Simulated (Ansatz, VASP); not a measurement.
Two plane-wave programs on TiB2

File INCAR:

```
SYSTEM = TiB2
PREC     = Accurate       ! precision mode
ENCUT    = 520            ! plane-wave cutoff, eV
EDIFF    = 1E-6           ! SCF threshold, eV
ISMEAR   = 1              ! smearing method
SIGMA    = 0.15           ! smearing width, eV
LREAL    = .FALSE.        ! projectors in reciprocal space
LASPH    = .TRUE.         ! aspherical terms in the spheres
NELM     = 80             ! most SCF steps
ALGO     = Normal         ! electronic algorithm
ISIF     = 2              ! what is computed and relaxed
LWAVE    = .FALSE.        ! write WAVECAR
LCHARG   = .FALSE.        ! write CHGCAR
GGA      = CA             ! functional
NBANDS   = 16             ! bands
```

The input KPOINTS:

```
Automatic mesh
0
G
  11 11 9
  0 0 0
```

File POSCAR:

```
TiB2
1.0
    2.9882598462      0.0000000000      0.0000000000
   -1.4941299231      2.5879048429      0.0000000000
    0.0000000000      0.0000000000      3.1847676243
Ti B
1 2
Direct
    0.0000000000      0.0000000000      0.0000000000
    0.3333333333      0.6666666667      0.5000000000
    0.6666666667      0.3333333333      0.5000000000
```

Input for Ansatz:

```yaml
crystal:
  lattice:
    - [2.988259846224744, 0.0, 0.0]
    - [-1.494129923112372, 2.587904842926233, 0.0]
    - [0.0, 0.0, 3.184767624307396]
  atoms:
    - { symbol: Ti, position: [0.0, 0.0, 0.0] }
    - { symbol: B, position: [0.3333333333333333, 0.6666666666666666, 0.5] }
    - { symbol: B, position: [0.6666666666666666, 0.3333333333333333, 0.5] }
basis:
  ecutwfc: 517.016338673772
kpoints:
  mp_grid:
    grid: [11, 11, 9]
hamiltonian:
  xc: lda
  pseudopotentials:
    kind: paw
scf:
  occupations:
    method: cold
    width: 0.15
output:
  stress: true
```

Alike in both runs: task single point; functional LDA; k mesh 11 × 11 × 9; no spin polarisation.

|  | VASP | Ansatz |
| --- | --- | --- |
| version | VASP 6.6.1 | Ansatz 0.2.0 |
| potentials or method | VASP PAW LDA potentials, release 64 (Ti_sv, B) | plane waves, PAW |
| plane-wave cutoff (eV) | 520 | 517 |
| occupations | methfessel-paxton of order 1, width 0.15 eV | cold, width 0.15 eV |
| valence electrons in the cell | 18 | 18 |

Ansatz gave:

| Property | Result |
| --- | --- |
| pressure (GPa) | -0.8 |
| largest component of the traceless stress (GPa) | 2.64 |

Problem. Which values does VASP return?

Solution. Pressure (GPa): -0.2; largest component of the traceless stress (GPa): 2.76.

Ansatz warned: «structure_snapped_to_symmetry».
